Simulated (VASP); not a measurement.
# SrCl2 (Fm-3m) in VASP: settings compared, part 2 of 2

VASP 6.6.1. Earlier steps stand in the parts before.

## (3) G0W0 quasiparticle levels, PBE

Input file POSCAR:

```
SrCl2
1.0
    0.0000000000      3.4883500000      3.4883500000
    3.4883500000      0.0000000000      3.4883500000
    3.4883500000      3.4883500000      0.0000000000
Sr Cl
1 2
Direct
    0.0000000000      0.0000000000      0.0000000000
    0.7500000000      0.7500000000      0.7500000000
    0.2500000000      0.2500000000      0.2500000000
```

Input file INCAR.step1:

```
SYSTEM = SrCl2
PREC = Accurate ; ENCUT = 500
EDIFF = 1E-8 ; ISMEAR = 0
SIGMA = 0.01 ; LREAL = .FALSE.
LASPH = .TRUE. ; NELM = 60
ALGO = Fast ; LWAVE = .TRUE.
LCHARG = .FALSE. ; GGA = PE
KPAR = 4
```

Input file INCAR.step2:

```
SYSTEM = SrCl2
PREC = Accurate ; ENCUT = 500
EDIFF = 1E-8 ; ISMEAR = 0
SIGMA = 0.01 ; LREAL = .FALSE.
LASPH = .TRUE. ; NELM = 1
ALGO = Exact ; LWAVE = .TRUE.
LCHARG = .FALSE. ; GGA = PE
NBANDS = 366 ; LOPTICS = .TRUE.
ISTART = 1 ; KPAR = 4
```

Input file INCAR.step3:

```
SYSTEM = SrCl2
PREC = Accurate ; ENCUT = 500
EDIFF = 1E-8 ; ISMEAR = 0
SIGMA = 0.01 ; LREAL = .FALSE.
LASPH = .TRUE. ; ALGO = EVGW0
LWAVE = .FALSE. ; LCHARG = .FALSE.
GGA = PE ; NELMGW = 1
NBANDS = 366 ; ENCUTGW = 150
NOMEGA = 50 ; PRECFOCK = Fast
ISTART = 1 ; NBANDSGW = 20
KPAR = 4
```

Input file KPOINTS:

```
Automatic mesh
0
G
  4 4 4
  0 0 0
```

Potentials or basis: VASP PAW PBE potentials, release 64 (Sr_sv_GW, Cl_GW).

Started as:

```bash
> cat potpaw_PBE.64/Sr_sv_GW/POTCAR potpaw_PBE.64/Cl_GW/POTCAR > POTCAR
> cp INCAR.step1 INCAR
> mpirun -np 4 vasp_std > vasp.out
> cp INCAR.step2 INCAR
> mpirun -np 4 vasp_std > vasp.out
> cp INCAR.step3 INCAR
> mpirun -np 4 vasp_std > vasp.out
```

OUTCAR:

```text
SYSTEM = SrCl2
   PREC = Accurate
   ENCUT = 500
   EDIFF = 1E-8
   ISMEAR = 0
   LREAL = .FALSE.
   LASPH = .TRUE.
   GGA = PE
   NELMGW = 1
   ENCUTGW = 150
   PRECFOCK = Fast
   ISTART = 1

 ion  position               nearest neighbor table
   1  0.000  0.000  0.000-
   2  0.750  0.750  0.750-
   3  0.250  0.250  0.250-

  LATTYP: Found a face centered cubic cell.
 ALAT       =     6.9767000000

  Lattice vectors:

 A1 = (   0.0000000000,   3.4883500000,   3.4883500000)
 A2 = (   3.4883500000,   0.0000000000,   3.4883500000)
 A3 = (   3.4883500000,   3.4883500000,   0.0000000000)

Analysis of symmetry for initial positions (statically):
=====================================================================
 Subroutine PRICEL returns:
 Original cell was already a primitive cell.

 Routine SETGRP: Setting up the symmetry group for a
 face centered cubic supercell.

 Subroutine GETGRP returns: Found 48 space group operations
 (whereof 48 operations were pure point group operations)
 out of a pool of 48 trial point group operations.

The static configuration has the point symmetry O_h .

Analysis of symmetry for dynamics (positions and initial velocities):
=====================================================================
 Subroutine PRICEL returns:
 Original cell was already a primitive cell.

 Routine SETGRP: Setting up the symmetry group for a
 face centered cubic supercell.

 Subroutine GETGRP returns: Found 48 space group operations
 (whereof 48 operations were pure point group operations)
 out of a pool of 48 trial point group operations.

The dynamic configuration has the point symmetry O_h .

 Subroutine INISYM returns: Found 48 space group operations
 (whereof 48 operations are pure point group operations),
 and found     1 'primitive' translations

----------------------------------------------------------------------------------------

                                     Primitive cell

  volume of cell :      84.8966

  direct lattice vectors                    reciprocal lattice vectors
     0.000000000  3.488350000  3.488350000    -0.143334241  0.143334241  0.143334241
     3.488350000  0.000000000  3.488350000     0.143334241 -0.143334241  0.143334241
     3.488350000  3.488350000  0.000000000     0.143334241  0.143334241 -0.143334241

  length of vectors
     4.933271880  4.933271880  4.933271880     0.248262188  0.248262188  0.248262188

  position of ions in fractional coordinates (direct lattice)
     0.000000000  0.000000000  0.000000000
     0.750000000  0.750000000  0.750000000
     0.250000000  0.250000000  0.250000000

  ion indices of the primitive-cell ions
   primitive index   ion index
                 1           1
                 2           2
                 3           3

----------------------------------------------------------------------------------------

 KPOINTS: Automatic mesh

Automatic generation of k-mesh.
 Grid dimensions read from file:
 generate k-points for:    4    4    4

 Generating k-lattice:

  Cartesian coordinates                     Fractional coordinates (reciprocal lattice)
    -0.035833560  0.035833560  0.035833560     0.250000000  0.000000000  0.000000000
     0.035833560 -0.035833560  0.035833560     0.000000000  0.250000000  0.000000000
     0.035833560  0.035833560 -0.035833560     0.000000000  0.000000000  0.250000000

  Length of vectors
     0.062065547  0.062065547  0.062065547

  Shift w.r.t. Gamma in fractional coordinates (k-lattice)
     0.000000000  0.000000000  0.000000000

 Subroutine IBZKPT returns following result:
 ===========================================

 Found      8 irreducible k-points:

 Following reciprocal coordinates:
            Coordinates               Weight
  0.000000  0.000000  0.000000      1.000000
  0.250000  0.000000  0.000000      8.000000
  0.500000  0.000000  0.000000      4.000000
  0.250000  0.250000  0.000000      6.000000
  0.500000  0.250000  0.000000     24.000000
 -0.250000  0.250000  0.000000     12.000000
  0.500000  0.500000  0.000000      3.000000
 -0.250000  0.500000  0.250000      6.000000
   k-points           NKPTS =      8   k-points in BZ     NKDIM =     64   number of bands    NBANDS=    366
   number of dos      NEDOS =    301   number of ions     NIONS =      3
   total plane-waves  NPLWV =  46656
   dimension x,y,z NGX =    36 NGY =   36 NGZ =   36
   dimension x,y,z NGXF=    72 NGYF=   72 NGZF=   72
   ions per type =               1   2
   NGX,Y,Z   is equivalent  to a cutoff of  12.13, 12.13, 12.13 a.u.
   NGXF,Y,Z  is equivalent  to a cutoff of  24.26, 24.26, 24.26 a.u.
 SYSTEM =  SrCl2
   PREC   = accura    normal or accurate (medium, high low for compatibility)
   ISTART =      1    job   : 0-new  1-cont  2-samecut
   ICHARG =      0    charge: 1-file 2-atom 10-const
   ISPIN  =      1    spin polarized calculation?
   LNONCOLLINEAR =      F non collinear calculations
   LSORBIT =      F    spin-orbit coupling
   LASPH  =      T    aspherical Exc in radial PAW
   ENCUT  =  500.0 eV  36.75 Ry    6.06 a.u.   8.99  8.99  8.99*2*pi/ulx,y,z
   NELM   =     60;   NELMIN=  2; NELMDL=  0     # of ELM steps
   EDIFF  = 0.1E-07   stopping-criterion for ELM
   LREAL  =      F    real-space projection
   EDIFFG = 0.1E-06   stopping-criterion for IOM
   NSW    =      0    number of steps for IOM
   IBRION =     -1    ionic relax: 0-MD 1-quasi-New 2-CG
   NFREE  =      0    steps in history (QN), initial steepest desc. (CG)
   ISIF   =      0    stress and relaxation
   ISYM   =      3    0-nonsym 1-usesym 2-fastsym
   POTIM  = 0.5000    time-step for ionic-motion
   TEBEG  =    0.0;   TEEND  =   0.0 temperature during run
   PSTRESS=    0.0 pullay stress
   NELECT =      24.0000    total number of electrons
   NUPDOWN=      -1.0000    fix difference up-down
   EMIN   =  10.00;   EMAX   =-10.00  energy-range for DOS
   EFERMI =   0.00;   METHOD = LEGACY
   ISMEAR =     0;   SIGMA  =   0.01  broadening in eV -4-tet -1-fermi 0-gaus
   EFERMI_NEDOS =   21; number of points for ismear=-14 and -15
   IALGO  =     38    algorithm
   IMIX   =      4    mixing-type and parameters
     AMIX     =   0.40;   BMIX     =  1.00
     AMIX_MAG =   1.60;   BMIX_MAG =  1.00
  volume/ion in A,a.u.               =      28.30       190.97
  Fermi-wavevector in a.u.,A,eV,Ry     =   1.074439  2.030396 15.706833  1.154420
  Thomas-Fermi vector in A             =   2.210267
   LORBIT       =      0    0 simple, 1 ext, 2 COOP (PROOUT), +10 PAW based schemes
   GGA     = PE    functional components
   LHFCALC =     T    Hartree Fock is set to
   PRECFOCK=fast      Normal, Fast or Accurate (Low or Medium for compatibility)
   ENCUT4O =  -1.0   cutoff for four orbital integrals eV
   NKREDX  =     1    reduce k-point grid by
   NKREDY  =     1    reduce k-point grid by
   NKREDZ  =     1    reduce k-point grid by
   AEXX    =    1.0000 exact exchange contribution
   HFSCREEN=    0.0000 screening length (either q_TF or 0.3 A-1)
   HFSCREENC=   0.0000 screening length for correlation (either q_TF or 0.3 A-1)
   ENCUTFOCK=  -1.0 apply spherical cutoff to Coloumb kernel
   IVDW    =     0    specifies the selected vdW correction
   LEPSILON=     F    determine dielectric tensor
   LRPA    =     F    only Hartree local field effects (RPA)
   LRPAFORCE           =     F    calculate RPA forces
   ENCUTGW             = 150.0    cutoff for response function in eV
   ENCUTGWSOFT         = 120.0    soft cutoff for Coulomb kernel in GW response function in eV
   ENCUTLF             =  -1.0    cutoff for local field effects
   NELMGW              =     1    number of iterations in solving QP/BSE equation
   NELMHF              =     1    number of iterations in the inner HF iteration
   NKREDLFX            =     1    NKREDLFY  =   1   NKREDLFZ  =   1
 non-spin polarized calculation
 Gauss-broadening in eV      SIGMA  =   0.01
  energy-cutoff  :      500.00
  volume of cell :       84.90
 maximum number of plane-waves:      2180
  NGX = 20; NGY = 20; NGZ = 20
   NGX = 17   NGY = 17   NGZ = 17
 maximum number of plane-waves:       363

 QP shifts <psi_nk| G(iteration)W_0 |psi_nk>: iteration 1
 for sc-GW calculations column KS-energies equals QP-energies in previous step
 and V_xc(KS)=  KS-energies - (<T + V_ion + V_H > + <T+V_H+V_ion>^1  + <V_x>^1)

 k-point   1 :       0.0000    0.0000    0.0000
  band No.  KS-energies  QP-energies   sigma(KS)   V_xc(KS)     V^pw_x(r,r')   Z            occupation Imag(sigma)

      1     -32.2381     -33.8780     -20.0855     -17.4688     -28.9594       0.6267       2.0000       0.8427
      2     -14.2263     -16.8481     -19.8331     -16.5457     -23.0188       0.7975       2.0000       0.1998
      3     -14.2263     -16.8481     -19.8331     -16.5457     -23.0188       0.7975       2.0000       0.1998
      4     -14.2263     -16.8481     -19.8331     -16.5457     -23.0188       0.7975       2.0000       0.1998
      5     -12.7089     -13.9825     -16.8367     -14.9487     -24.2493       0.6745       2.0000       1.3340
      6     -11.8610     -13.1047     -17.5183     -15.6884     -24.6952       0.6797       2.0000       1.1540
[... 12 lines left out ...]
     19       9.9272      11.6657     -11.0217     -13.1937      -6.7942       0.8005       0.0000      -0.1645
     20       9.9272      11.6657     -11.0217     -13.1937      -6.7942       0.8005       0.0000      -0.1645

 k-point   2 :       0.2500    0.0000    0.0000
  band No.  KS-energies  QP-energies   sigma(KS)   V_xc(KS)     V^pw_x(r,r')   Z            occupation Imag(sigma)

      1     -32.2366     -33.8773     -20.0833     -17.4711     -28.9603       0.6281       2.0000       0.8415
      2     -14.3934     -16.8468     -19.3993     -16.2306     -23.0771       0.7743       2.0000       0.3407
      3     -14.2333     -16.8584     -19.8260     -16.5344     -23.0169       0.7975       2.0000       0.2039
      4     -14.2333     -16.8584     -19.8260     -16.5344     -23.0169       0.7975       2.0000       0.2039
      5     -12.4290     -13.7770     -17.2921     -15.3256     -24.2892       0.6855       2.0000       1.2006
      6     -11.9588     -13.2323     -17.5018     -15.6386     -24.6110       0.6835       2.0000       1.1540
[... 138 lines left out ...]
      1     -32.2339     -33.8893     -20.0794     -17.4748     -28.9617       0.6356       2.0000       0.8394
      2     -14.4302     -16.8723     -19.3567     -16.1952     -23.0815       0.7724       2.0000       0.3530
      3     -14.4302     -16.8723     -19.3567     -16.1952     -23.0815       0.7724       2.0000       0.3530
      4     -14.2600     -16.8807     -19.7935     -16.4883     -23.0042       0.7929       2.0000       0.2197
      5     -12.0422     -13.4026     -17.6943     -15.7241     -24.4623       0.6905       2.0000       1.1013
      6     -12.0422     -13.4026     -17.6943     -15.7241     -24.4623       0.6905       2.0000       1.1013
[... 12 lines left out ...]
     19      11.2375      12.1926      -7.5188      -8.6881      -3.5549       0.8168       0.0000      -0.1842
     20      11.5259      12.6470      -8.7282     -10.1106      -4.6368       0.8110       0.0000      -0.1716
```

Run time: 6.5 min. Hardware: 4 MPI ranks of Intel Xeon Platinum 8488C (Sapphire Rapids), shared host; peak memory 1.2 GiB.

What came out:

* Band gap on the k mesh, mean-field level: 5.34 eV, indirect (least direct gap 5.51 eV)
* Quasiparticle gap: 7.55 eV
* Least direct quasiparticle gap: 7.93 eV

Caveat: bands, screening cutoff and mesh are small and nothing is extrapolated, so the quasiparticle values aren't converged. A k mesh can miss the band edges.

## (4) Equation of state, PBE+D3(BJ), 27.04 Å³/atom (a relaxed cell with its volume scaled by 0.96)

Input file INCAR:

```
SYSTEM = SrCl2
  ALGO = Normal
  EDIFF = 1E-6
  ENCUT = 520
  GGA = PE
  ISIF = 2
  ISMEAR = 0
  IVDW = 12
  LASPH = .True.
  LCHARG = .False.
  LREAL = .False.
  LWAVE = .False.
  NELM = 100
  PREC = Accurate
  SIGMA = 0.02
```

Input file KPOINTS:

```
k-points
0
Gamma
  6 6 6
  0 0 0
```

Input file POSCAR:

```
SrCl2                                   
1.0
    0.0000000000      3.4358392433      3.4358392433
    3.4358392433      0.0000000000      3.4358392433
    3.4358392433      3.4358392433      0.0000000000
  Sr              Cl            
     1     2
Direct
     0.0000000000000000    1.0000000000000000    1.0000000000000000
     0.7500000000000000    0.7500000000000000    0.7500000000000000
     0.2500000000000000    0.2500000000000000    0.2500000000000000
```

Potentials or basis: VASP PAW PBE potentials, release 64 (Sr_sv, Cl).

Started as:

```bash
> cat potpaw_PBE.64/Sr_sv/POTCAR potpaw_PBE.64/Cl/POTCAR > POTCAR
> mpirun -np 1 vasp_std > vasp.out
```

Wall time 32 s (1 thread of Intel Xeon Platinum 8375C at 2.90GHz (Ice Lake), shared host); peak memory 0.21 GiB.

Results (log left out):

- Free energy: -13.4302 eV
- Pressure: 1.6 GPa
- Band gap on the k mesh: 5.48 eV, direct
- Dispersion energy per atom: -0.232 eV

## (5) Equation of state, PBE+D3(BJ), 27.60 Å³/atom (a relaxed cell with its volume scaled by 0.98)

INCAR is that of step 4.

KPOINTS is that of step 4.

Input file POSCAR:

```
SrCl2                                   
1.0
    0.0000000000      3.4595354352      3.4595354352
    3.4595354352      0.0000000000      3.4595354352
    3.4595354352      3.4595354352      0.0000000000
  Sr              Cl            
     1     2
Direct
     0.0000000000000000    1.0000000000000000    1.0000000000000000
     0.7500000000000000    0.7500000000000000    0.7500000000000000
     0.2500000000000000    0.2500000000000000    0.2500000000000000
```

Started as:

```bash
> cat potpaw_PBE.64/Sr_sv/POTCAR potpaw_PBE.64/Cl/POTCAR > POTCAR
> mpirun -np 1 vasp_std > vasp.out
```

It took 28 s on 1 thread of Intel Xeon Platinum 8375C at 2.90GHz (Ice Lake), shared host; peak memory 0.21 GiB.

The run converged. Its results:

| Quantity | Value |
| --- | --- |
| Free energy | -13.4429 eV |
| Pressure | 0.7 GPa |
| Band gap on the k mesh | 5.44 eV, indirect (least direct gap 5.49 eV) |
| Dispersion energy per atom | -0.227 eV |

## (6) Equation of state, PBE+D3(BJ), 28.17 Å³/atom

INCAR is that of step 5.

KPOINTS is that of step 5.

Input file POSCAR:

```
SrCl2                                   
1.0
    0.0000000000      3.4829113837      3.4829113837
    3.4829113837      0.0000000000      3.4829113837
    3.4829113837      3.4829113837      0.0000000000
  Sr              Cl            
     1     2
Direct
     0.0000000000000000    1.0000000000000000    1.0000000000000000
     0.7500000000000000    0.7500000000000000    0.7500000000000000
     0.2500000000000000    0.2500000000000000    0.2500000000000000
```

Potentials or basis: VASP PAW PBE potentials, release 64 (Sr_sv, Cl).

Started as:

```bash
> cat potpaw_PBE.64/Sr_sv/POTCAR potpaw_PBE.64/Cl/POTCAR > POTCAR
> mpirun -np 1 vasp_std > vasp.out
```

It took 54 s on 1 thread of Intel Xeon Platinum 8375C at 2.90GHz (Ice Lake), shared host; peak memory 0.24 GiB.

The run converged. Its results:

```
Free energy                : -13.4469 eV
Pressure                   : -0.1 GPa
Band gap on the k mesh     : 5.36 eV, indirect (least direct gap 5.50 eV)
Dispersion energy per atom : -0.223 eV
```

## (7) Equation of state, PBE+D3(BJ), 28.73 Å³/atom (a relaxed cell with its volume scaled by 1.02)

INCAR is that of step 6.

KPOINTS is that of step 6.

Input file POSCAR:

```
SrCl2                                   
1.0
    0.0000000000      3.5059776942      3.5059776942
    3.5059776942      0.0000000000      3.5059776942
    3.5059776942      3.5059776942      0.0000000000
  Sr              Cl            
     1     2
Direct
     0.0000000000000000    1.0000000000000000    1.0000000000000000
     0.7500000000000000    0.7500000000000000    0.7500000000000000
     0.2500000000000000    0.2500000000000000    0.2500000000000000
```

Started as:

```bash
> cat potpaw_PBE.64/Sr_sv/POTCAR potpaw_PBE.64/Cl/POTCAR > POTCAR
> mpirun -np 1 vasp_std > vasp.out
```

It took 42 s on 1 thread of Intel Xeon Platinum 8375C at 2.90GHz (Ice Lake), shared host; peak memory 0.24 GiB.

It converged, with:

```
Free energy                : -13.4432 eV
Pressure                   : -0.7 GPa
Band gap on the k mesh     : 5.28 eV, indirect (least direct gap 5.51 eV)
Dispersion energy per atom : -0.218 eV
```

## (8) Equation of state, PBE+D3(BJ), 29.29 Å³/atom (a relaxed cell with its volume scaled by 1.04)

INCAR is that of step 7.

KPOINTS is that of step 7.

Input file POSCAR:

```
SrCl2                                   
1.0
    0.0000000000      3.5287444211      3.5287444211
    3.5287444211      0.0000000000      3.5287444211
    3.5287444211      3.5287444211      0.0000000000
  Sr              Cl            
     1     2
Direct
     0.0000000000000000    1.0000000000000000    1.0000000000000000
     0.7500000000000000    0.7500000000000000    0.7500000000000000
     0.2500000000000000    0.2500000000000000    0.2500000000000000
```

Started as:

```bash
> cat potpaw_PBE.64/Sr_sv/POTCAR potpaw_PBE.64/Cl/POTCAR > POTCAR
> mpirun -np 1 vasp_std > vasp.out
```

Run time: 38 s. Hardware: 1 thread of Intel Xeon Platinum 8375C at 2.90GHz (Ice Lake), shared host; peak memory 0.24 GiB.

Results (log left out):

- Free energy: -13.4325 eV
- Pressure: -1.4 GPa
- Band gap on the k mesh: 5.21 eV, indirect (least direct gap 5.52 eV)
- Dispersion energy per atom: -0.214 eV

## (9) Equation of state, PBE+D3(BJ)

This run uses another cell than the first one, of 28.17 Å³/atom, 0.995 times its volume.

Potentials or basis: VASP PAW PBE potentials, release 64 (Sr_sv, Cl).

This step only gathers the single runs of the series.

What came out:

```
Equilibrium volume                      : 28.17 Å³/atom
Bulk modulus                            : 37 GPa
Pressure derivative of the bulk modulus : 4.4 (rough: it moves with the points fitted)
```

Energy against volume, from the lowest point:
| volume (Å³/atom) | energy (meV/atom) |
| --- | --- |
| 27.040 | 5.56 |
| 27.603 | 1.35 |
| 28.167 | 0.00 |
| 28.730 | 1.24 |
| 29.293 | 4.80 |
